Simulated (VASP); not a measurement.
**IrO2: single point with PBE**

IrO2:

```xyz
6
Lattice="4.5051 0.0000 0.0000 0.0000 4.5051 0.0000 0.0000 0.0000 3.1586" Properties=species:S:1:pos:R:3 pbc="T T T"
Ir    0.0000    0.0000    0.0000
Ir    2.2525    2.2525    1.5793
O     1.3862    1.3862    0.0000
O     0.8663    3.6388    1.5793
O     3.1189    3.1189    0.0000
O     3.6388    0.8663    1.5793
```

```
Program                : VASP 6.6.1
Task                   : single point
Functional             : PBE
Potentials or basis    : VASP PAW PBE potentials, release 64 (Ir, O)
Cutoff                 : 520 eV
k mesh                 : 16 × 16 × 22
Occupations            : fermi-dirac, width 0.05 eV
Spin                   : no spin polarisation
Further INCAR settings : ALGO = Normal; EDIFF = 1e-06; NBANDS = 30
```

| Item | Value |
| --- | --- |
| Pressure | 7.5 GPa |
| Largest force | 0.096 eV/Å |
| Band gap on the k mesh | none (metal or under the smearing width) |

Forces in eV/Å, atoms in the order of the input:
```
Ir   0.000  0.000  0.000
Ir   0.000  0.000  0.000
O    0.068  0.068  0.000
O   -0.068  0.068  0.000
O   -0.068 -0.068  0.000
O    0.068 -0.068  0.000
```

Stress tensor (GPa, compression positive):
```
6.82 0.00 0.00
0.00 6.82 0.00
0.00 0.00 8.87
```

Levels at points of the mesh, in eV from the Fermi level:
| k point | band 18 | band 19 | band 20 | band 21 | band 22 | band 23 | band 24 | band 25 |
| --- | --- | --- | --- | --- | --- | --- | --- | --- |
| (0.00, 0.00, 0.00) | -2.42 | -2.37 | -2.29 | -2.23 | 0.75 | 1.24 | 4.14 | 4.14 |
| (0.50, 0.00, 0.00) | -1.66 | -1.28 | -1.28 | -0.30 | -0.30 | 3.54 | 3.54 | 3.61 |
| (0.50, 0.50, 0.00) | -2.52 | -2.38 | -2.38 | 0.21 | 0.21 | 2.50 | 2.50 | 4.12 |
| (0.00, 0.00, 0.50) | -1.87 | -0.69 | -0.69 | 0.25 | 0.25 | 2.30 | 2.30 | 2.78 |
| (0.50, 0.00, 0.50) | -2.76 | -1.76 | -1.76 | 0.53 | 0.53 | 1.14 | 1.14 | 4.58 |
| (0.50, 0.50, 0.50) | -1.79 | -1.21 | -1.21 | -0.50 | -0.50 | 2.26 | 2.26 | 3.25 |

It took 8.7 min on 1 thread of Intel(R) Xeon(R) Platinum 8259CL CPU @ 2.50GHz (Skylake/Cascade Lake), with other jobs on the host, peak memory 0.83 GiB.

The run has no spin-orbit coupling, so splittings on Ir are missing.
